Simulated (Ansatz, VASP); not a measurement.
**One calculation of InSb, two programs**

```
In Sb
1.0
     0.00000    3.25993    3.25993
     3.25993    0.00000    3.25993
     3.25993    3.25993    0.00000
In Sb
1 1
Direct
  0.00000 0.00000 0.00000
  0.75000 0.75000 0.75000
```

Alike in both runs: functional PBEsol; k mesh 12 × 12 × 12; occupations gaussian, width 0.1 eV; no spin polarisation.

Ansatz relaxed the structure, and its values are those at the end. VASP's run is a single point on that final structure, the one shown.

|  | VASP | Ansatz |
| --- | --- | --- |
| version | VASP 6.6.1 | Ansatz 0.2.0 |
| potentials or method | VASP PAW PBE potentials, release 64 (In_d, Sb) | scalar-relativistic, plane waves, PAW |
| plane-wave cutoff (eV) | 520 | 420 |
| valence electrons in the cell | 18 | 28 |

```tsv
	VASP	Ansatz	Ansatz less VASP
gap on the k mesh at the Fermi level (eV)	none	none	-
pressure (GPa)	0.0	0.0	-0.02
```

A gap of «none» marks a metal or a gap that the smearing closes. With one functional, cell and mesh, what is left measures potentials, basis and numerics. The two sets of potentials don't hold the same shells in valence.

Caveats: the PAW data sets were made with another functional, which shifts forces and pressure a little (VASP); this crystal is a semiconductor, whose small gap the functional closes, so the metal is an error of the method. The runs have no spin-orbit coupling, so splittings on Sb are missing.
